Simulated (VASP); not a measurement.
A run of VASP 6.6.1 is set up as follows.

Contents of INCAR:

```
SYSTEM = Hg
ALGO = Normal
EDIFF = 1E-6
ENCUT = 520
GGA = PE
ISIF = 2
ISMEAR = 1
LASPH = .TRUE.
LCHARG = .TRUE.
LELF = .TRUE.
LREAL = .FALSE.
LVHAR = .TRUE.
LWAVE = .FALSE.
NBANDS = 12
NELM = 100
PREC = Accurate
SIGMA = 0.1
```

KPOINTS

```
k-points
0
G
  9 9 9
  0 0 0
```

File POSCAR:

```
Hg
1.0
    2.1243180000     -2.6725820000      0.0000000000
    2.1243180000      2.6725820000      0.0000000000
   -2.1151290000      0.0000000000      2.8921990000
Hg
1
Direct
    0.0000000000      0.0000000000      0.0000000000
```

Potentials or basis: VASP PAW PBE potentials, release 64 (Hg).

Command:

```sh
$ cat potpaw_PBE.64/Hg/POTCAR > POTCAR
$ mpirun -np 1 vasp_std > vasp.out
```

Q: Estimate the band gap on the k mesh.

A: None (metal or under the smearing width).

Q: Predict the pressure.

A: -0.5 GPa.

Stress tensor (GPa, compression positive):
```
-0.68  0.00  0.01
 0.00 -0.20  0.00
 0.01  0.00 -0.72
```

Spin-orbit coupling is left out, which matters for the levels of Hg.
